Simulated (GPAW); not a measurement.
Runs of GPAW 26.7.0 on Sn. It takes space group I4_1/amd (No. 141, tetragonal). The conventional cell has a = 5.880 Å, b = 5.880 Å, c = 3.199 Å, α = 90.00°, β = 90.00°, γ = 90.00°. Sn (site symmetry -4m2) is surrounded by 6 Sn at 3.05 to 3.20 Å. 

```tsv
task	level	potentials or basis	cell	k mesh	cutoff (eV)	smearing	maxiter	fermi k mesh	optimizer	fmax	max steps	gap on the mesh (eV)	pressure (GPa)	relaxed volume (Å³/atom)
single point	PBE	GPAW PAW data sets (gpaw-data 1.2.1), pw	as given	9 × 9 × 9	600	gaussian 0.024 eV	150	-	-	-	-	none	1.1	-
Fermi surface	PBEsol	PAW data sets generated in the run's folder for this functional, pw	as given	9 × 9 × 9	600	fermi-dirac 0.05 eV	150	14 × 14 × 14	-	-	-	none	-1.7	-
single point	LDA	the program's PAW data sets (release 1.2.1) made for this functional, pw	as given	8 × 8 × 8	500	fermi-dirac 0.05 eV	120	-	-	-	-	none	(b)	-
single point	PBE	GPAW PAW data sets (gpaw-data 1.2.1), pw	as given	9 × 9 × 9	600	gaussian 0.025 eV	150	-	-	-	-	none	1.1	-
relaxation of cell and atoms	rSCAN	GPAW PAW data sets (gpaw-data 1.2.1), pw	relaxed	7 × 7 × 7	600	fermi-dirac 0.05 eV	150	-	BFGS	0.02 eV/Å	60	none	0.0	27.51
relaxation of cell and atoms	MS2	GPAW PAW data sets (gpaw-data 1.2.1), pw	relaxed	7 × 7 × 7	600	fermi-dirac 0.05 eV	150	-	BFGS	0.05 eV/Å	60	none	0.0	26.47
band structure	revPBE	the program's PAW data sets (release 1.2.1) made for this functional, pw	as given	9 × 9 × 9	600	fermi-dirac 0.05 eV	150	-	-	-	-	-	(a)	-
single point	PBE	GPAW PAW data sets (gpaw-data 1.2.1), pw	as given	9 × 9 × 9	600	gaussian 0.02 eV	150	-	-	-	-	none	1.1	-
```

Alike in all rows: no spin polarisation.

Question: Fill in the values left out.

Answer: (a) 2.2; (b) -3.6.

Caveats: later steps reuse the first step's grids (some runs); the PAW data sets were made with another functional, which shifts forces and pressure a little (some runs); the cutoff is short for stress and forces, so pressures can be off by a GPa or more (some runs).

A k mesh can miss the band edges, and the runs leave out spin-orbit coupling on Sn.

A gap of «none» marks a metal or a gap under the smearing width.

Not every run made on this cell is shown here.
